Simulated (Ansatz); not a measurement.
Method: DFT PBE, scalar-relativistic, plane waves, PAW (Ansatz). All cells share a 420 eV cutoff and Γ-centred k meshes spaced at most about 0.3 Å⁻¹ (about 0.25 or finer for metals, 2π included). No spin polarisation.

These are static total energies at zero pressure.

Compare these two cells of Hf5C3, each relaxed at this level.

1.

```yaml
crystal:
  lattice:
    - [1.64497, 0.94972, 13.15372]
    - [-1.64497, 0.94972, 13.15372]
    - [0.00000, -1.89945, 13.15372]
  atoms:
    - { symbol: Hf, position: [0.80033, 0.80033, 0.80033] }
    - { symbol: Hf, position: [0.40069, 0.40069, 0.40069] }
    - { symbol: Hf, position: [0.19967, 0.19967, 0.19967] }
    - { symbol: Hf, position: [0.59931, 0.59931, 0.59931] }
    - { symbol: Hf, position: [0.00000, 0.00000, 0.00000] }
    - { symbol: C, position: [0.09756, 0.09756, 0.09756] }
    - { symbol: C, position: [0.50000, 0.50000, 0.50000] }
    - { symbol: C, position: [0.90243, 0.90243, 0.90243] }
```

2.

```yaml
crystal:
  lattice:
    - [1.65115, 0.95329, 13.17878]
    - [-1.65115, 0.95329, 13.17878]
    - [0.00000, -1.90658, 13.17878]
  atoms:
    - { symbol: Hf, position: [0.80206, 0.80206, 0.80206] }
    - { symbol: Hf, position: [0.19794, 0.19794, 0.19794] }
    - { symbol: Hf, position: [0.00000, 0.00000, 0.00000] }
    - { symbol: Hf, position: [0.39800, 0.39800, 0.39800] }
    - { symbol: Hf, position: [0.60200, 0.60200, 0.60200] }
    - { symbol: C, position: [0.50000, 0.50000, 0.50000] }
    - { symbol: C, position: [0.29846, 0.29846, 0.29846] }
    - { symbol: C, position: [0.70154, 0.70154, 0.70154] }
```

Question: Which form is favoured at zero pressure, and by what margin per atom?

Answer: Cell 2 is lower, by 40 meV/atom. Cell 1 has space group R-3m (No. 166), 15.4 Å³/atom and no gap on its mesh; cell 2 has space group R-3m (No. 166), 15.6 Å³/atom and no gap. Counting C atoms around Hf (those within 1.25 times the shortest such distance or 1.15 times the sum of covalent radii, 1.27 where that leaves under three; the shortest distance is added where it exceeds 1.18 times the sum of covalent radii; a slash parts the counts of unlike sites), cell 1 has Hf 2 from 3.9 Å/3/6 and cell 2 has Hf 3/6. In cell 1, Hf on a site of symmetry 3m is surrounded by 6 C at 2.30–2.37 Å; around Hf on a second site of symmetry 3m lie 3 C at 2.24 Å and 12 Hf at 3.23–3.29 Å; around C on a site of symmetry 3m lie 6 Hf at 2.24–2.37 Å, 9 C at 3.29–3.32 Å and 8 Hf at 3.85–4.06 Å; 2 more sites not described. In cell 2, Hf on a site of symmetry 3m has 3 C at 2.27 Å and 9 Hf at 3.12–3.30 Å; around Hf on a site of symmetry -3m lie 6 C at 2.35 Å and 12 Hf at 3.19–3.30 Å; C on a site of symmetry -3m is surrounded by 6 Hf at 2.27 Å; 2 more sites not described. Both come from invented guesses.

These runs have no spin–orbit coupling, which can matter for Hf. Cells relaxed within their symmetry can be saddle points.
